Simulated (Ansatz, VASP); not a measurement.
# Two plane-wave programs on PbS

INCAR

```
  PREC = Accurate
  ENCUT = 520
  EDIFF = 1E-6
  ISMEAR = -1
  SIGMA = 0.05
  LREAL = F
  LASPH = T
  NELM = 150
  ALGO = Normal
  ISIF = 2
  LWAVE = F
  LCHARG = F
  LNONCOLLINEAR = T
  MAGMOM = 0 0 0 0 0 0
  LORBIT = 11
  LSORBIT = T
  GGA_COMPAT = F
  LORBMOM = T
  GGA = PS
  NBANDS = 32
```

KPOINTS

```
Automatic mesh
0
Gamma
  6 6 5
```

Contents of POSCAR:

```
PbS
1.0
    4.0896976867      0.0000000000      0.0000000000
   -2.0448488433      3.5417820905      0.0000000000
    0.0000000000      0.0000000000      3.7881670000
Pb S
1 1
Direct
    0.0000000000      0.0000000000      0.0000000000
    0.6666666667      0.3333333333      0.5000000000
```

The input input.yaml:

```yaml
crystal:
  lattice:
    - [4.0896976867, 0.0, 0.0]
    - [-2.0448488433, 3.5417820905, 0.0]
    - [0.0, 0.0, 3.788167]
  atoms:
    - { symbol: Pb, position: [0.0, 0.0, 0.0] }
    - { symbol: S, position: [0.6666666667, 0.3333333333, 0.5] }
hamiltonian:
  xc: pbesol
  pseudopotentials: { kind: paw_fr }
magnetization:
  noncollinear: true
  spin_orbit: true
kpoints:
  mp_grid: { grid: [6, 6, 5] }
  band_path:
    path:
      - [[0.0, 0.0, 0.0], [0.5, 0.0, 0.0], [0.3333333333, 0.3333333333, 0.0], [0.0, 0.0, 0.0], [0.0, 0.0, 0.5], [0.5, 0.0, 0.5], [0.3333333333, 0.3333333333, 0.5], [0.0, 0.0, 0.5]]
      - [[0.5, 0.0, 0.5], [0.5, 0.0, 0.0]]
      - [[0.3333333333, 0.3333333333, 0.0], [0.3333333333, 0.3333333333, 0.5]]
    npoints: 14
scf:
  occupations: { method: fermi_dirac, width: 0.05 }
  n_extra_bands: 6
output:
  forces: true
  stress: true
  eigenvalues: true
  fatbands: true
  write_density: true
  write_potential: true
  elf: true
  volumetric_format: npy
```

Measurements of this composition are mostly on another form, of space group No. 225.

Alike in both runs: functional PBEsol; k mesh 6 × 6 × 5; occupations fermi-dirac, width 0.05 eV; non-collinear spin, spin-orbit coupling.

|  | VASP | Ansatz |
| --- | --- | --- |
| version | VASP 6.6.1 | Ansatz 0.2.0 |
| potentials or method | VASP PAW PBE potentials, release 64 (Pb_d, S) | Ansatz PAW |
| plane-wave cutoff (eV) | 520 | 420 |
| valence electrons in the cell | 20 | 20 |
| task | single point | band structure |

Ansatz gave:

```
gap on the k mesh at the Fermi level (eV)       : none
pressure (GPa)                                  : -3.2
largest component of the traceless stress (GPa) : 0.06
net moment per atom (μB)                        : 0.00
```

Q: Which values does VASP return?

A: gap on the k mesh at the Fermi level (eV): none; pressure (GPa): -3.2; largest component of the traceless stress (GPa): 0.05; net moment per atom (μB): 0.00.

A gap of «none» marks a metal or a gap that the smearing closes. With one functional, cell and mesh, what is left measures potentials, basis and numerics.

Caveats: the PAW data sets were made with another functional, which shifts forces and pressure a little (VASP); the PAW data sets come from PBE, with cores solved anew for the run's functional, which leaves a small shift of forces and pressure (Ansatz).
